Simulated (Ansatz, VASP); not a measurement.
**Re in VASP and in Ansatz**

```xyz
1
Lattice="0.0000 1.9575 1.9575 1.9575 0.0000 1.9575 1.9575 1.9575 0.0000" Properties=species:S:1:pos:R:3 pbc="T T T"
Re    0.0000    0.0000    0.0000
```

Alike in both runs: functional PBE; k mesh 17 × 17 × 17; occupations fermi-dirac, width 0.05 eV; no spin polarisation.

Ansatz relaxed the structure, and its values are those at the end. VASP's run is a single point on that final structure, the one shown.

|  | VASP | Ansatz |
| --- | --- | --- |
| version | VASP 6.6.1 | Ansatz 0.2.0 |
| potentials or method | VASP PAW PBE potentials, release 64 (Re) | PAW with Ansatz's default frozen-core files, scalar-relativistic |
| plane-wave cutoff (eV) | 520 | 420 |
| valence electrons in the cell | 7 | 15 |

|  | VASP | Ansatz | Ansatz less VASP |
| --- | --- | --- | --- |
| pressure (GPa) | -0.6 | 0.0 | +0.57 |

With one functional, cell and mesh, what is left measures potentials, basis and numerics. The two sets of potentials don't hold the same shells in valence.

Spin-orbit coupling is left out, which matters for the levels of Re.
